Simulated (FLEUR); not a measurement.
LiF (Griceite) under changes of volume

One of the cells (8.169 Å³/atom); the others are scaled copies at fixed shape and fractional positions:

```
CELL_PARAMETERS angstrom
0.00000 2.01400 2.01400
2.01400 0.00000 2.01400
2.01400 2.01400 0.00000
ATOMIC_POSITIONS crystal
F 0.50000 0.50000 0.50000
Li 0.00000 0.00000 0.00000
```

- Program: FLEUR MaX-R8.1 (later development tree)
- Functional: r2SCAN
- Potentials or basis: all-electron
- Basis: FLAPW
- Kmax: 4.21 1/bohr
- k mesh: 11 × 11 × 11
- Occupations: fermi-dirac, width 0.05 eV
- Spin: no spin polarisation

| volume (Å³/atom) | energy over the lowest point (meV/atom) | gap on the mesh (eV) |
| --- | --- | --- |
| 7.679 | 1.69 | 10.68 |
| 7.842 | 0.00 | 10.48 |
| 8.169 | 1.34 | 10.08 |
| 8.496 | 8.37 | 9.73 |
| 8.659 | ? | ? |

Q: What does the run at 8.659 Å³/atom give?

A: Energy over the lowest point 13.79 meV/atom; gap on the mesh 9.57 eV.

Worked out: A Birch-Murnaghan fit of order 2 (a polynomial in V^(-2/3)) to the other rows has its minimum at 7.93 Å³/atom with B0 = V·E''(V) = 77 GPa. It gives 13.59 meV/atom at 8.659 Å³/atom, against the run's 13.79. A straight line through the other rows of the gap, of slope -9.43 eV per unit of ln V (its deformation potential), extrapolates to 9.54 eV, against the run's 9.57.

Energies are extrapolated to zero smearing.

Caveats: the meta-GGA is that of a development version, with a GGA for the radial functions and cores and without core tails; an odd mesh through Γ misses points on the zone boundary, where band edges often lie.
